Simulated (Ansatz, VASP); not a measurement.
One calculation of Re, two programs

```
Re
1.0
     0.00000    1.95746    1.95746
     1.95746    0.00000    1.95746
     1.95746    1.95746    0.00000
Re
1
Direct
  0.00000 0.00000 0.00000
```

This isn't the form of Re at room conditions, which is hcp.

Alike in both runs: task single point; functional PBE; k mesh 17 × 17 × 17; occupations fermi-dirac, width 0.05 eV; no spin polarisation.

|  | VASP | Ansatz |
| --- | --- | --- |
| version | VASP 6.6.1 | Ansatz 0.2.0 |
| potentials or method | VASP PAW PBE potentials, release 64 (Re), cutoff 520 eV | all-electron LAPW, scalar-relativistic |

|  | VASP | Ansatz | Ansatz less VASP |
| --- | --- | --- | --- |
| pressure (GPa) | -0.6 | 0.1 | +0.67 |

Ansatz ran all-electron here, so the differences hold the error of VASP's frozen core and of both bases.

The runs have no spin-orbit coupling, so splittings on Re are missing.
